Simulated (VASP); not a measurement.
Tc:

```
Tc
1.0
     2.74000    0.00000    0.00000
    -1.37000    2.37291    0.00000
     0.00000    0.00000    4.39800
Tc
2
Direct
  0.66667 0.33333 0.75000
  0.33333 0.66667 0.25000
```

* Program: VASP 6.6.1
* Task: single point
* Functional: PBE
* Potentials or basis: VASP PAW PBE potentials, release 64 (Tc_pv)
* Cutoff: 520 eV
* k mesh: 11 × 11 × 6
* Occupations: fermi-dirac, width 0.05 eV
* Spin: no spin polarisation

On this cell: pressure 2.3 GPa; largest force under 0.003 eV/Å; band gap on the k mesh none (metal or under the smearing width).

The same run follows on a disturbed copy (atoms moved at random, drawn with an rms of 0.05 Å):

```
Tc
1.0
     2.74000    0.00000    0.00000
    -1.37000    2.37291    0.00000
     0.00000    0.00000    4.39800
Tc
2
Direct
  0.64995 0.33009 0.74506
  0.34119 0.66573 0.26152
```

Question: What does the disturbed cell give?

Answer: The energy (extrapolated to zero smearing) moves by +4.6 meV/atom; pressure 3.0 GPa; largest force 0.245 eV/Å; band gap on the k mesh none (metal or under the smearing width).

Forces on the atoms (eV/Å):
```
Tc   0.186  0.011  0.159
Tc  -0.186 -0.011 -0.159
```

Stress tensor (GPa, compression positive):
```
 2.79 -1.16  1.06
-1.16  3.30  0.09
 1.06  0.09  3.00
```
